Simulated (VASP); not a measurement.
Wanted: the native input for a VASP 6.6.1 run.

```
Task                   : electric field gradients
Functional             : PBE
Potentials or basis    : VASP PAW PBE potentials, release 64 (Ga_d, N)
Cutoff                 : 520 eV
k mesh                 : 8 × 8 × 5
Occupations            : fermi-dirac, width 0.02 eV
Spin                   : no spin polarisation
Further INCAR settings : ALGO = Fast; EDIFF = 1e-07
```

The structure of GaN lies in POSCAR:

```
GaN
1.0
    3.1800000000      0.0000000000      0.0000000000
   -1.5900000000      2.7539607840      0.0000000000
    0.0000000000      0.0000000000      5.1660000000
Ga N
2 2
Direct
    0.3333333333      0.6666666667      0.0000000000
    0.6666666667      0.3333333333      0.5000000000
    0.3333333333      0.6666666667      0.3750000000
    0.6666666667      0.3333333333      0.8750000000
```

The input as run:

INCAR

```
PREC     = Accurate       # precision mode
ENCUT    = 520            # plane-wave cutoff, eV
EDIFF    = 1E-7           # SCF threshold, eV
ISMEAR   = -1             # smearing method
SIGMA    = 0.02           # smearing width, eV
LREAL    = False          # projectors in reciprocal space
LASPH    = True           # aspherical terms in the spheres
NELM     = 100            # most SCF steps
ALGO     = Fast           # electronic algorithm
ISIF     = 2              # what is computed and relaxed
LWAVE    = False          # write WAVECAR
LCHARG   = False          # write CHGCAR
GGA      = PE             # functional
LEFG     = True
```

KPOINTS

```
regular mesh
0
Gamma
  8 8 5
```

Potentials or basis: VASP PAW PBE potentials, release 64 (Ga_d, N).

Run with:

```sh
$ cat potpaw_PBE.64/Ga_d/POTCAR potpaw_PBE.64/N/POTCAR > POTCAR
$ mpirun -np 1 vasp_std > vasp.out
```

Results of the run:

- Pressure: 7.4 GPa
- Largest force: 0.135 eV/Å
- Band gap on the k mesh: 1.97 eV, direct

It took 18 s on 1 thread of Intel(R) Xeon(R) 6975P-C (Granite Rapids) (shared host), peak memory 0.16 GiB.
